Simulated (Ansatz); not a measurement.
Crystal: CuAu.

```xyz
2
Lattice="1.4431 0.8331 4.2562 -1.4431 0.8331 4.2562 0.0000 -1.6663 4.2562" Properties=species:S:1:pos:R:3 pbc="T T T"
Au    0.0000    0.0000    0.0000
Cu    0.0000    0.0000    6.3843
```

The cell comes from a database or a generator and needn't be the stable form of this composition.

Base run:

- Program: Ansatz 0.2.0
- Functional: PBEsol
- Potentials or basis: all-electron LAPW, inner shells corrected to Dirac's equation
- Cutoff: 273 eV
- Density cutoff: 1093 eV
- Basis error allowed: 0.001 eV/atom
- k mesh: 11 × 11 × 11
- Occupations: fermi-dirac, width 0.05 eV
- Spin: no spin polarisation

Its results: pressure -8.0 GPa.

After a change of settings the same cell gave: pressure -12.8 GPa. Which change was it?
A. functional from PBEsol to LDA; potentials or basis from all-electron LAPW, inner shells corrected to Dirac's equation to all-electron LAPW, scalar-relativistic
B. potentials or basis from all-electron LAPW, inner shells corrected to Dirac's equation to all-electron LAPW, scalar-relativistic; k mesh from 11 × 11 × 11 to 8 × 8 × 8
C. potentials or basis from all-electron LAPW, inner shells corrected to Dirac's equation to all-electron LAPW, scalar-relativistic
D. potentials or basis from all-electron LAPW, inner shells corrected to Dirac's equation to all-electron PAW datasets made for the crystal

A.

Not every run made on this cell is shown here.
